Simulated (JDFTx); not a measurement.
Runs of JDFTx 1.7.0 (patched build) on As. Symmetry: R-3m, No. 166, trigonal system. Conventional cell: a = 3.762 Å, b = 3.762 Å, c = 10.542 Å, α = 90.00°, β = 90.00°, γ = 120.00°. As (site symmetry 3m) has 3 As at 2.51 Å as nearest neighbours. 

```tsv
level	k mesh	gap on the mesh (eV)	pressure (GPa)	relaxed volume (Å³/atom)
LDA	3 × 3 × 3	1.67	0.0	(c)
TPSS	3 × 3 × 3	1.60	0.0	22.62
SCAN	3 × 3 × 3	1.75	0.0	22.44
PBEsol	3 × 3 × 3	1.66	0.0	(b)
r2SCAN	3 × 3 × 3	1.72	0.0	22.40
r2SCAN	6 × 6 × 6	none	0.0	22.68
AM05	3 × 3 × 3	1.66	0.0	21.71
revPBE	3 × 3 × 3	(a)	0.0	22.68
```

Alike in all rows: task relaxation of cell and atoms; potentials or basis SG15-PBE-1.2 with smoothed tails; no spin polarisation; cell relaxed; cutoff (eV) 1088; smearing fermi-dirac 0.05 eV; the mesh is coarse, so values aren't converged.

Problem. Estimate the missing entries.

Solution. (a) 1.59; (b) 21.73; (c) 21.70.

Caveats: some runs use coarse meshes; the potentials were made for another functional, which shifts forces and pressure; an odd mesh through Γ misses points on the zone boundary, where band edges often lie (some runs).

A k mesh can miss the band edges, and the runs leave out spin-orbit coupling on As.

A gap of «none» marks a metal or a gap under the smearing width.

Runs at the PBE level aren't shown here.
